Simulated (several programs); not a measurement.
# What each method gives for LiCl (NiAs type)

LiCl in the NiAs-type structure, relaxed with r2SCAN in Ansatz, was computed with several methods. It is hexagonal, P6_3/mmc (No. 194); a = 3.575 Å, c = 6.024 Å in the conventional setting, 16.67 Å³ an atom. Li is surrounded by 6 Cl at 2.56 Å; Cl is surrounded by 6 Li at 2.56 Å. Note: simulated data, non-magnetic, for a generated structure that need not be the stable one.

```
CELL_PARAMETERS angstrom
3.57495 0.00000 0.00000
-1.78747 3.09600 0.00000
0.00000 0.00000 6.02408
ATOMIC_POSITIONS crystal
Li 0.00000 0.00000 0.00000
Li 0.00000 0.00000 0.50000
Cl 0.33333 0.66667 0.25000
Cl 0.66667 0.33333 0.75000
```

Gaps and times are for a single point on this cell; volume and bulk modulus come from each method's own relaxation or energy curve at fixed shape, which is too stiff where a cell has free coordinates or axes. Times are rough, from shared hosts (Arm Neoverse V1; Intel Xeon 6975P-C; Intel Xeon Processor @ 2.50GHz), and each method has its own mesh and cell size. A double dagger marks a value from a curve with shape and coordinates held. PM6 (MOPAC), PM7 (MOPAC), GFN1-xTB (tblite), GFN2-xTB (tblite) treat a cluster of cells at its zone centre, which samples few k points: where these miss a band edge, the gap comes out too large for that reason alone. Gaps from k meshes are read at a limited set of points (mesh, symmetry points, PBE's band edges), so each method's own least gap may be somewhat smaller. Force fields have no electrons; where one was fitted to this phase, its volume and modulus reflect the fit. xTB and the PM methods were fitted mostly to molecules, and can miss a solid's gap by electronvolts. Minimal bases can be far off for gaps. Times of the plane-wave rungs are withheld (a dash), since they come from other jobs, hosts and meshes; the meshes of hybrids and Hartree-Fock don't converge their gaps to the digits shown. GLLB-SC's gap includes the derivative discontinuity. G0W0 is at finite bands, cutoff and mesh. d marks a direct gap, i an indirect one (no mark: not told apart), a dash a value that wasn't computed or didn't pass its checks.

```
                               method              kind  gap (eV)  own volume (Å³/atom)  bulk modulus (GPa)  atoms computed  processor time
                               PBEsol         semilocal         –                 16.21                   –               4               –
                  ffield.eim (LAMMPS)       force field         –                     –                   –               4          0.13 s
     light PBE (260 eV, its own mesh)  light plane-wave    6.36 i                17.01‡                 31‡               4          0.92 s
                                  PBE         semilocal    6.35 i                 17.04                 32‡               4               –
                    GFN1-xTB (tblite)     tight binding      4.16                15.18‡                 44‡         cluster             5 s
                          PM7 (MOPAC)    semi-empirical      5.80                     –                   –         cluster           7.2 s
                                  LDA         semilocal    6.01 i                 15.27                   –               4               –
                          PM6 (MOPAC)    semi-empirical      9.81                     –                   –         cluster           7.9 s
                    GFN2-xTB (tblite)     tight binding      4.60                16.60‡                 38‡         cluster             8 s
                       PBE/SZV (CP2K)       small basis    5.81 d                     –                   –               4           8.8 s
                               r2SCAN         semilocal    7.25 d                 16.67                 35‡               4               –
               PBE/single zeta (GPAW)       small basis    5.44 d                     –                   –               4            15 s
                      PBE/DZVP (CP2K)       small basis    6.27 i                17.14‡                 32‡               4            20 s
                       GLLB-SC (GPAW)   model potential     10.40                     –                   –               4            55 s
   G0W0@LDA (140 eV screening cutoff)         many-body      8.64                     –                   –               4               –
G0W0@r2SCAN (140 eV screening cutoff)         many-body      9.26                     –                   –               4               –
 G0W0@HSE06 (140 eV screening cutoff)         many-body      9.43                     –                   –               4               –
                                 PBE0            hybrid    8.47 i                     –                   –               4               –
                                HSE06            hybrid    7.75 d                 16.69                   –               4               –
                             DDH-PBE0            hybrid    9.20 i                     –                   –               4               –
                              r2SCAN0            hybrid    9.01 d                     –                   –               4               –
                              r2SCANh            hybrid    7.95 d                     –                   –               4               –
   G0W0@PBE (220 eV screening cutoff)         many-body      8.90                     –                   –               4               –
```

Against HSE06 (7.75 eV) the nearest gap at the points sampled is that of r2SCANh (+0.20 eV) and the farthest that of GFN1-xTB (tblite) (-3.58 eV). HSE06 is only a yardstick of convenience: for gaps this wide it usually falls short of measured ones, so a larger value can be the better one.

Volumes against r2SCAN's: PBEsol -2.8 %, PBE +2.2 %, LDA -8.4 %, HSE06 +0.1 %.
